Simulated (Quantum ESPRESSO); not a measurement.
A run of Quantum ESPRESSO 7.5 is set up as follows.

pw.in

```
&CONTROL
  calculation = 'scf'
  prefix = 'pwscf'
  outdir = './tmp'
  pseudo_dir = './pseudo'
  tprnfor = .true.
  tstress = .true.
  disk_io = 'low'
/
&SYSTEM
  ibrav = 0
  nat = 1
  ntyp = 1
  ecutwfc = 65
  nbnd = 20
  input_dft = 'pbesol'
  occupations = 'smearing'
  smearing = 'fd'
  degauss = 0.00367493
/
&ELECTRONS
  conv_thr = 2d-10
  electron_maxstep = 120
  mixing_beta = 0.5
/
ATOMIC_SPECIES
Hf   178.4900 Hf_ONCV_PBE-1.2.upf
CELL_PARAMETERS angstrom
  -1.8050000000    1.8050000000    1.8050000000
   1.8050000000   -1.8050000000    1.8050000000
   1.8050000000    1.8050000000   -1.8050000000
ATOMIC_POSITIONS angstrom
Hf     0.0000000000    0.0000000000    0.0000000000
K_POINTS automatic
10 10 10 0 0 0
```

bands.in

```
&CONTROL
  calculation = 'bands'
  prefix = 'pwscf'
  outdir = './tmp'
  pseudo_dir = './pseudo'
  disk_io = 'low'
  verbosity = 'high'
/
&SYSTEM
  ibrav = 0
  nat = 1
  ntyp = 1
  ecutwfc = 65
  nbnd = 20
  input_dft = 'pbesol'
  occupations = 'smearing'
  smearing = 'fd'
  degauss = 0.00367493
/
&ELECTRONS
  conv_thr = 1d-08
  electron_maxstep = 120
  mixing_beta = 0.5
  diago_full_acc = .true.
  startingwfc = 'random'
/
ATOMIC_SPECIES
Hf   178.4900 Hf_ONCV_PBE-1.2.upf
CELL_PARAMETERS angstrom
  -1.8050000000    1.8050000000    1.8050000000
   1.8050000000   -1.8050000000    1.8050000000
   1.8050000000    1.8050000000   -1.8050000000
ATOMIC_POSITIONS angstrom
Hf     0.0000000000    0.0000000000    0.0000000000
K_POINTS crystal
60
 0.0000000000  0.0000000000  0.0000000000 1
 0.0416666667 -0.0416666667  0.0416666667 1
 0.0833333333 -0.0833333333  0.0833333333 1
 0.1250000000 -0.1250000000  0.1250000000 1
 0.1666666667 -0.1666666667  0.1666666667 1
 0.2083333333 -0.2083333333  0.2083333333 1
 0.2500000000 -0.2500000000  0.2500000000 1
 0.2916666667 -0.2916666667  0.2916666667 1
 0.3333333333 -0.3333333333  0.3333333333 1
 0.3750000000 -0.3750000000  0.3750000000 1
 0.4166666667 -0.4166666667  0.4166666667 1
 0.4583333333 -0.4583333333  0.4583333333 1
 0.5000000000 -0.5000000000  0.5000000000 1
 0.4375000000 -0.4375000000  0.5000000000 1
 0.3750000000 -0.3750000000  0.5000000000 1
 0.3125000000 -0.3125000000  0.5000000000 1
 0.2500000000 -0.2500000000  0.5000000000 1
 0.1875000000 -0.1875000000  0.5000000000 1
 0.1250000000 -0.1250000000  0.5000000000 1
 0.0625000000 -0.0625000000  0.5000000000 1
 0.0000000000  0.0000000000  0.5000000000 1
 0.0000000000  0.0000000000  0.4444444444 1
 0.0000000000  0.0000000000  0.3888888889 1
 0.0000000000  0.0000000000  0.3333333333 1
 0.0000000000  0.0000000000  0.2777777778 1
 0.0000000000  0.0000000000  0.2222222222 1
 0.0000000000  0.0000000000  0.1666666667 1
 0.0000000000  0.0000000000  0.1111111111 1
 0.0000000000  0.0000000000  0.0555555556 1
 0.0000000000  0.0000000000  0.0000000000 1
 0.0227272727  0.0227272727  0.0227272727 1
 0.0454545455  0.0454545455  0.0454545455 1
 0.0681818182  0.0681818182  0.0681818182 1
 0.0909090909  0.0909090909  0.0909090909 1
 0.1136363636  0.1136363636  0.1136363636 1
 0.1363636364  0.1363636364  0.1363636364 1
 0.1590909091  0.1590909091  0.1590909091 1
 0.1818181818  0.1818181818  0.1818181818 1
 0.2045454545  0.2045454545  0.2045454545 1
 0.2272727273  0.2272727273  0.2272727273 1
 0.2500000000  0.2500000000  0.2500000000 1
 0.2708333333  0.1875000000  0.2708333333 1
 0.2916666667  0.1250000000  0.2916666667 1
 0.3125000000  0.0625000000  0.3125000000 1
 0.3333333333  0.0000000000  0.3333333333 1
 0.3541666667 -0.0625000000  0.3541666667 1
 0.3750000000 -0.1250000000  0.3750000000 1
 0.3958333333 -0.1875000000  0.3958333333 1
 0.4166666667 -0.2500000000  0.4166666667 1
 0.4375000000 -0.3125000000  0.4375000000 1
 0.4583333333 -0.3750000000  0.4583333333 1
 0.4791666667 -0.4375000000  0.4791666667 1
 0.5000000000 -0.5000000000  0.5000000000 1
 0.2500000000  0.2500000000  0.2500000000 1
 0.2083333333  0.2083333333  0.2916666667 1
 0.1666666667  0.1666666667  0.3333333333 1
 0.1250000000  0.1250000000  0.3750000000 1
 0.0833333333  0.0833333333  0.4166666667 1
 0.0416666667  0.0416666667  0.4583333333 1
 0.0000000000  0.0000000000  0.5000000000 1
```

Potentials or basis: SG15 PBE 1.2.

Launch:

```console
$ OMP_NUM_THREADS=1 pw.x -in pw.in > pw.out
$ OMP_NUM_THREADS=1 pw.x -in bands.in > bands.out
```

(1) Predict the pressure.

(2) What does it give for the band gap on the k mesh?

## Answers

(1) -8.6 GPa.

(2) none (metal or under the smearing width).

Caveat: the potentials were made for another functional, which shifts forces and pressure; spin-orbit coupling is left out, which moves the levels of the heavy elements.
